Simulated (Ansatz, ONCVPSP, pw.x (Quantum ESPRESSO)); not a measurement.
# pw.x on bcc C: one setting changed

Potential: optimised norm-conserving Vanderbilt (ONCV), ONCVPSP 4.0.1.1 (patched build), PBE; core [He], reference 2s2 2p2; waves: 2s: rc 1.20 bohr, ncon 4, nbas 9, qcut 6.8 1/bohr, 1 projector; 2p: rc 1.95 bohr, ncon 4, nbas 9, qcut 7.1 1/bohr, 2 projectors, debl 3.6 Ha; local part: polynomial inside 0.80 bohr (lpopt 5, dvloc0 0 Ha); core correction: none.

The reference run (k-mesh 18³, cutoffs 55/220 Ry, Fermi–Dirac 0.01 Ry, mixing_beta 0.4, conv_thr 1e-9, no spin) gives 3.46 GPa at 6.554 Å³/atom, where all-electron LAPW gives 4.10 GPa. This run, with its own iteration cap, changes k-mesh shift to 1.

```
&control
  calculation='scf', prefix='x', pseudo_dir='./', outdir='./tmp', tstress=.true., disk_io='none'
/
&system
  ibrav=0, nat=1, ntyp=1, ecutwfc=55, ecutrho=220, nbnd=9,
  occupations='smearing', smearing='fd', degauss=0.01
/
&electrons
  conv_thr=1e-09, mixing_beta=0.4, electron_maxstep=60
/
ATOMIC_SPECIES
C 1.0 C.UPF
CELL_PARAMETERS angstrom
  -1.17891406 1.17891406 1.17891406
  1.17891406 -1.17891406 1.17891406
  1.17891406 1.17891406 -1.17891406
ATOMIC_POSITIONS crystal
C 0.0000 0.0000 0.0000
K_POINTS automatic
18 18 18 1 1 1
```

```bash
pw.x < C.scf.in > C.scf.out
```

How does the run end?

It converges in 5 iterations; the free energy moves by -1.5 meV/atom and the pressure by -0.29 GPa.

```
Message from routine setup:
     using ibrav=0 with symmetry is DISCOURAGED, use correct ibrav instead
     lattice parameter (alat)  =       3.8587  a.u.
     unit-cell volume          =      44.2286 (a.u.)^3
     number of electrons       =         4.00
     number of Kohn-Sham states=            9
     kinetic-energy cutoff     =      55.0000  Ry
     charge density cutoff     =     220.0000  Ry
     scf convergence threshold =      1.0E-09
     Exchange-correlation= PBE
     number of k points=   190  Fermi-Dirac smearing, width (Ry)=  0.0100
     iteration #  1     ecut=    55.00 Ry     beta= 0.40
     total energy              =     -11.05132865 Ry
     estimated scf accuracy    <       0.00064471 Ry
     iteration #  2     ecut=    55.00 Ry     beta= 0.40
     total energy              =     -11.05144940 Ry
     estimated scf accuracy    <       0.00022900 Ry
     iteration #  3     ecut=    55.00 Ry     beta= 0.40
     total energy              =     -11.05145996 Ry
     estimated scf accuracy    <       0.00000242 Ry
     iteration #  4     ecut=    55.00 Ry     beta= 0.40
     total energy              =     -11.05146010 Ry
     estimated scf accuracy    <          5.1E-09 Ry
     iteration #  5     ecut=    55.00 Ry     beta= 0.40
     the Fermi energy is    11.9227 ev
!    total energy              =     -11.05146010 Ry
     estimated scf accuracy    <          2.2E-11 Ry
     smearing contrib. (-TS)   =      -0.00151512 Ry
     The total energy is F=E-TS. E is the sum of the following terms:
     one-electron contribution =       4.96157331 Ry
     hartree contribution      =       0.31151652 Ry
     xc contribution           =      -3.25474105 Ry
     ewald contribution        =     -13.06829377 Ry
     convergence has been achieved in   5 iterations
          total   stress  (Ry/bohr**3)                   (kbar)     P=       31.67
     Message from routine punch:
     Nothing written, as per user request (disk_io='none')
```

The run took about 2.7 s on one core of a shared host (Neoverse-V2, 96 threads, 742 GiB, load 35).
